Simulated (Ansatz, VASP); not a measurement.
BAs in VASP and in Ansatz

```
B As
1.0
     2.94690    0.00000    0.00000
     0.00000    2.94690    0.00000
     0.00000    0.00000    2.94690
B As
1 1
Direct
  0.00000 0.00000 0.00000
  0.50000 0.50000 0.50000
```

Change from the starting cell: species swapped into the SmAg type (Pm-3m, No. 221).

Alike in both runs: functional PBE; k mesh 6 × 6 × 6; occupations gaussian, width 0.1 eV; no spin polarisation.

Ansatz relaxed the structure, and its values are those at the end. VASP's run is a single point on that final structure, the one shown.

|  | VASP | Ansatz |
| --- | --- | --- |
| version | VASP 6.6.1 | Ansatz 0.2.0 |
| potentials or method | VASP PAW PBE potentials, release 64 (B, As) | scalar-relativistic, plane waves, PAW |
| plane-wave cutoff (eV) | 520 | 420 |
| valence electrons in the cell | 8 | 18 |

|  | VASP | Ansatz | Ansatz less VASP |
| --- | --- | --- | --- |
| gap on the k mesh at the Fermi level (eV) | none | none | - |
| pressure (GPa) | 0.0 | -0.2 | -0.17 |

A gap of «none» marks a metal or a gap that the smearing closes. The two sets of potentials don't hold the same shells in valence.
